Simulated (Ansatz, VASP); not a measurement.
# One calculation of SrO, two programs

The input INCAR:

```
PREC     = Accurate       # precision mode
ENCUT    = 520            # plane-wave cutoff, eV
EDIFF    = 1E-6           # SCF threshold, eV
ISMEAR   = 0              # smearing method
SIGMA    = 0.01           # smearing width, eV
LREAL    = F              # projectors in reciprocal space
LASPH    = T              # aspherical terms in the spheres
NELM     = 100            # most SCF steps
ALGO     = Normal         # electronic algorithm
ISIF     = 2              # what is computed and relaxed
LWAVE    = F              # write WAVECAR
LCHARG   = T              # write CHGCAR
GGA      = PS             # functional
LELF     = T              # ELF
LVHAR    = T            
NBANDS   = 15             # bands
```

KPOINTS

```
regular mesh
0
Gamma
  6 6 6
```

File POSCAR:

```
SrO
1.0
    0.0000000000      2.5613268558      2.5613268558
    2.5613268558      0.0000000000      2.5613268558
    2.5613268558      2.5613268558      0.0000000000
Sr O
1 1
Direct
    0.0000000000      0.0000000000      0.0000000000
    0.5000000000      0.5000000000      0.5000000000
```

Input for Ansatz:

```yaml
crystal:
  lattice:
    - [0.0, 2.5613268558, 2.5613268558]
    - [2.5613268558, 0.0, 2.5613268558]
    - [2.5613268558, 2.5613268558, 0.0]
  atoms:
    - { symbol: Sr, position: [0.0, 0.0, 0.0] }
    - { symbol: O, position: [0.5, 0.5, 0.5] }
basis:
  ecutwfc: 420
kpoints:
  mp_grid: { grid: [6, 6, 6] }
  band_path:
    path:
      - [0.0, 0.0, 0.0]
      - [0.0, 0.0, 0.0]
      - [0.5, 0.5, 0.0]
      - [0.5, 0.5, 0.5]
      - [0.5, 0.5, 0.5]
      - [0.004891774, 0.004891774, 0.0]
      - [-0.004891774, -0.004891774, 0.0]
      - [0.005648534, 0.005648534, 0.005648534]
      - [-0.005648534, -0.005648534, -0.005648534]
      - [0.004891774, 0.004891774, 0.0]
      - [-0.004891774, -0.004891774, 0.0]
      - [0.504891774, 0.504891774, 0.0]
      - [0.495108226, 0.495108226, 0.0]
      - [0.5, 0.504891774, 0.004891774]
      - [0.5, 0.495108226, -0.004891774]
      - [0.505648534, 0.505648534, 0.505648534]
      - [0.494351466, 0.494351466, 0.494351466]
      - [0.4965409935, 0.5034590065, 0.5]
      - [0.5034590065, 0.4965409935, 0.5]
      - [0.505648534, 0.505648534, 0.505648534]
      - [0.494351466, 0.494351466, 0.494351466]
      - [0.4965409935, 0.5034590065, 0.5]
      - [0.5034590065, 0.4965409935, 0.5]
    npoints: 1
hamiltonian:
  xc: pbesol
  pseudopotentials: { kind: paw, azcp: { folder: soft_1 } }
scf:
  occupations: { method: fixed }
  n_extra_bands: 5
output:
  forces: true
  stress: true
  eigenvalues: true
```

Alike in both runs: task single point; functional PBEsol; k mesh 6 × 6 × 6; no spin polarisation.

|  | VASP | Ansatz |
| --- | --- | --- |
| version | VASP 6.6.1 | Ansatz 0.2.0 |
| potentials or method | VASP PAW PBE potentials, release 64 (Sr_sv, O) | scalar-relativistic, plane waves, PAW |
| plane-wave cutoff (eV) | 520 | 420 |
| occupations | gaussian, width 0.01 eV | fixed |
| valence electrons in the cell | 16 | 16 |

Ansatz gave:

* gap on the k mesh at the Fermi level (eV): 3.20
* least direct gap on the mesh (eV): 3.27
* pressure (GPa): 0.0

Question: What did VASP give for the same quantities?

Answer: gap on the k mesh at the Fermi level (eV): 3.15; least direct gap on the mesh (eV): 3.23; pressure (GPa): 0.6.

Ansatz warned: «pseudo_functional_mismatch».

Caveats: the PAW data sets were made with another functional, which shifts forces and pressure a little (VASP). A k mesh can miss the band edges.
